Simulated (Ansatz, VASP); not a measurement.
# Au: 3 runs at one level of theory

The starting cell:

```
CELL_PARAMETERS angstrom
0.00000 2.03500 2.03500
2.03500 0.00000 2.03500
2.03500 2.03500 0.00000
ATOMIC_POSITIONS crystal
Au 0.00000 0.00000 0.00000
```

Alike in all runs: task relaxation of cell and atoms; functional LDA; k mesh 11 × 11 × 11; occupations fermi-dirac, width 0.05 eV; no spin polarisation; no spin-orbit coupling. LDA stands for any of its common fits.

```json
{"program and potentials": "Ansatz, Ansatz PAW", "plane-wave cutoff (eV)": "420", "notes": "potentials made for PBE, which Ansatz adapts in part; 19 valence electrons an atom on average", "equilibrium volume (Å³/atom)": "16.58"}
{"program and potentials": "Ansatz, all-electron LAPW, scalar-relativistic", "plane-wave cutoff (eV)": "-", "notes": "-", "equilibrium volume (Å³/atom)": "16.58"}
{"program and potentials": "VASP, LDA PAW files Au, 600 eV", "plane-wave cutoff (eV)": "600", "notes": "11 valence electrons an atom on average", "equilibrium volume (Å³/atom)": "16.63"}
```

The equilibrium volume spans 16.58 (Ansatz, Ansatz PAW) to 16.63 Å³/atom (VASP, LDA PAW files Au, 600 eV), with all-electron results at 16.58. Relaxations stop with a little pressure left, so the last digit of a volume isn't settled.

The functional is the same throughout but for its coding, so the spread measures potentials, basis and numerics; runs on potential files found faulty are left out.
